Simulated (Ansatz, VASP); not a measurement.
**As in VASP and in Ansatz**

```xyz
2
Lattice="1.8554 1.0712 3.4666 -1.8554 1.0712 3.4666 0.0000 -2.1424 3.4666" Properties=species:S:1:pos:R:3 pbc="T T T"
As    0.0000    0.0000    2.3503
As    0.0000    0.0000    8.0494
```

Change from the starting cell: volume scaled by 0.96.

Alike in both runs: task single point; functional LDA; k mesh 9 × 9 × 9; occupations fermi-dirac, width 0.05 eV; no spin polarisation.

|  | VASP | Ansatz |
| --- | --- | --- |
| version | VASP 6.6.1 | Ansatz 0.2.0 |
| potentials or method | VASP PAW LDA potentials, release 64 (As), cutoff 520 eV | all-electron LAPW, scalar-relativistic |

Ansatz gave:

- gap on the k mesh at the Fermi level (eV): none
- pressure (GPa): 2.0
- largest component of the traceless stress (GPa): 1.13
- rms of the force components (eV/Å): 0.313

Q: Which values does VASP return?

A: gap on the k mesh at the Fermi level (eV): none; pressure (GPa): 2.5; largest component of the traceless stress (GPa): 1.31; rms of the force components (eV/Å): 0.362.

Atom by atom the forces differ by 0.049 eV/Å (rms over components). A gap of «none» marks a metal or a gap that the smearing closes. Ansatz ran all-electron here, so the differences hold the error of VASP's frozen core and of both bases.
